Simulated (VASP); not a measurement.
# AlAu (Pm-3m) in VASP: notebook, part 2 of 2

VASP 6.6.1. The steps go on from the part before.

## Step 3: Single point, LDA

INCAR

```
PREC = Accurate ; ENCUT = 520
EDIFF = 1E-7 ; ISMEAR = 0
SIGMA = 0.15 ; LREAL = False
LASPH = True ; NELM = 100
ALGO = Normal ; ISIF = 2
LWAVE = False ; LCHARG = False
GGA = CA ; NBANDS = 14
```

KPOINTS

```
regular mesh
0
Gamma
  16 16 16
```

POSCAR

```
AlAu
1.0
    3.2239420000      0.0000000000      0.0000000000
    0.0000000000      3.2239420000      0.0000000000
    0.0000000000      0.0000000000      3.2239420000
Al Au
1 1
Direct
    0.0000000000      0.0000000000      0.0000000000
    0.5000000000      0.5000000000      0.5000000000
```

Potentials or basis: VASP PAW LDA potentials, release 64 (Al, Au).

The run is started by

```bash
> cat potpaw_LDA.64/Al/POTCAR potpaw_LDA.64/Au/POTCAR > POTCAR
> mpirun -np 1 vasp_std > vasp.out
```

OUTCAR:

```text
PREC = Accurate
   ENCUT = 520
   EDIFF = 1E-7
   ISMEAR = 0
   LREAL = False
   LASPH = True
   NELM = 100
   ISIF = 2
   GGA = CA

 ion  position               nearest neighbor table
   1  0.000  0.000  0.000-   2 2.79   2 2.79   2 2.79   2 2.79   2 2.79   2 2.79   2 2.79   2 2.79

   2  0.500  0.500  0.500-   1 2.79   1 2.79   1 2.79   1 2.79   1 2.79   1 2.79   1 2.79   1 2.79

  LATTYP: Found a simple cubic cell.
 ALAT       =     3.2239420000

  Lattice vectors:

 A1 = (   3.2239420000,   0.0000000000,   0.0000000000)
 A2 = (   0.0000000000,   3.2239420000,   0.0000000000)
 A3 = (   0.0000000000,   0.0000000000,   3.2239420000)

Analysis of symmetry for initial positions (statically):
=====================================================================
 Subroutine PRICEL returns:
 Original cell was already a primitive cell.

 Routine SETGRP: Setting up the symmetry group for a
 simple cubic supercell.

 Subroutine GETGRP returns: Found 48 space group operations
 (whereof 48 operations were pure point group operations)
 out of a pool of 48 trial point group operations.

The static configuration has the point symmetry O_h .

[... 178 lines left out ...]
      8      12.1690      0.00000
      9      12.1690      0.00000
     10      15.8793      0.00000
     11      16.8466      0.00000
     12      16.8466      0.00000
     13      26.0356      0.00000
     14      26.0356      0.00000
[... 377 lines left out ...]
      1       1.3603      2.00000
      2       2.0129      2.00000
      3       3.2389      2.00000
      4       3.8021      2.00000
      5       4.0605      2.00000
      6       4.6383      2.00000
      7       6.0823      2.00000
      8      14.2185      0.00000
      9      14.5743      0.00000
     10      16.8668      0.00000
     11      17.0942      0.00000
     12      17.1248      0.00000
     13      20.1203      0.00000
     14      20.5402      0.00000

 [... further k-points ...]

------------------------ aborting loop because EDIFF is reached ----------------------------------------

  FORCE on cell =-STRESS in cart. coord.  units (eV):
  Direction    XX          YY          ZZ          XY          YZ          ZX
  --------------------------------------------------------------------------------------
  -------------------------------------------------------------------------------------
  Total       -1.5639161     -1.5639161     -1.5639161      0.0000000      0.0000000     -0.0000000
  in kB      -74.7760235    -74.7760235    -74.7760235      0.0000000      0.0000000     -0.0000000
  external PRESSURE =     -74.7760235 kB  Pullay stress =       0.0000000 kB

 VOLUME and BASIS-vectors are now :
 -----------------------------------------------------------------------------
  energy-cutoff  :      520.00
  volume of cell :       33.51
      direct lattice vectors                 reciprocal lattice vectors
     3.223942000  0.000000000  0.000000000     0.310179277  0.000000000  0.000000000
     0.000000000  3.223942000  0.000000000     0.000000000  0.310179277  0.000000000
     0.000000000  0.000000000  3.223942000     0.000000000  0.000000000  0.310179277

 POSITION                                       TOTAL-FORCE (eV/Angst)
 -----------------------------------------------------------------------------------
      0.00000      0.00000      0.00000         0.000000      0.000000      0.000000
      1.61197      1.61197      1.61197         0.000000      0.000000      0.000000
 -----------------------------------------------------------------------------------
    total drift:                                0.000000     -0.000000     -0.000000

  FREE ENERGIE OF THE ION-ELECTRON SYSTEM (eV)
  ---------------------------------------------------
  free  energy   TOTEN  =        -9.1731740283 eV

  energy  without entropy=       -9.1650814582  energy(sigma->0) =       -9.16912774
```

OSZICAR:

```text
N       E                     dE             d eps       ncg     rms          rms(c)
DAV:   1     0.504911545999E+02    0.50491E+02   -0.63287E+03  4772   0.874E+02
DAV:   2    -0.885689235638E+01   -0.59348E+02   -0.54090E+02  5682   0.174E+02
DAV:   3    -0.998837697767E+01   -0.11315E+01   -0.11276E+01  5718   0.226E+01
DAV:   4    -0.999342938563E+01   -0.50524E-02   -0.50521E-02  5538   0.190E+00
DAV:   5    -0.999347581180E+01   -0.46426E-04   -0.46427E-04  5832   0.182E-01    0.824E+00
DAV:   6    -0.924044905002E+01    0.75303E+00   -0.30291E+00  4848   0.153E+01    0.512E+00
DAV:   7    -0.919413073098E+01    0.46318E-01   -0.57422E-02  4926   0.229E+00    0.276E+00
DAV:   8    -0.917343872257E+01    0.20692E-01   -0.16353E-02  5328   0.746E-01    0.327E-01
DAV:   9    -0.917322938708E+01    0.20934E-03   -0.49034E-04  5592   0.183E-01    0.120E-01
DAV:  10    -0.917317374664E+01    0.55640E-04   -0.12223E-04  5292   0.829E-02    0.166E-02
DAV:  11    -0.917317406938E+01   -0.32274E-06   -0.17086E-06  5910   0.809E-03    0.812E-03
DAV:  12    -0.917317402833E+01    0.41047E-07   -0.45164E-08  3822   0.142E-03
   1 F= -.91731740E+01 E0= -.91691277E+01  d E =-.809257E-02
```

Run time: 29 s. Hardware: 1 thread of Intel Xeon Platinum 8259CL at 2.50GHz (Skylake/Cascade Lake), shared host; peak memory 0.19 GiB.

What came out:

* Free energy: -9.1732 eV
* Pressure: -7.5 GPa
* Band gap on the k mesh: none (metal or under the smearing width)

Levels at points of the mesh, in eV from the Fermi level:
| k point | band 3 | band 4 | band 5 | band 6 | band 7 | band 8 | band 9 | band 10 | band 11 | band 12 |
| --- | --- | --- | --- | --- | --- | --- | --- | --- | --- | --- |
| (0.00, 0.00, 0.00) | -6.59 | -4.72 | -4.72 | -4.72 | 2.80 | 2.80 | 2.80 | 6.51 | 7.48 | 7.48 |
| (0.50, 0.00, 0.00) | -6.24 | -5.60 | -5.60 | -4.60 | -3.30 | 5.85 | 7.27 | 7.27 | 7.83 | 7.83 |
| (0.50, 0.50, 0.00) | -5.38 | -5.38 | -3.87 | -3.43 | -3.43 | -1.28 | 0.66 | 7.06 | 10.79 | 10.79 |
| (0.50, 0.50, 0.50) | -7.11 | -3.83 | -3.83 | -0.53 | 0.95 | 0.95 | 0.95 | 2.08 | 3.60 | 3.60 |

Spin-orbit coupling is left out, which matters for the levels of Au.
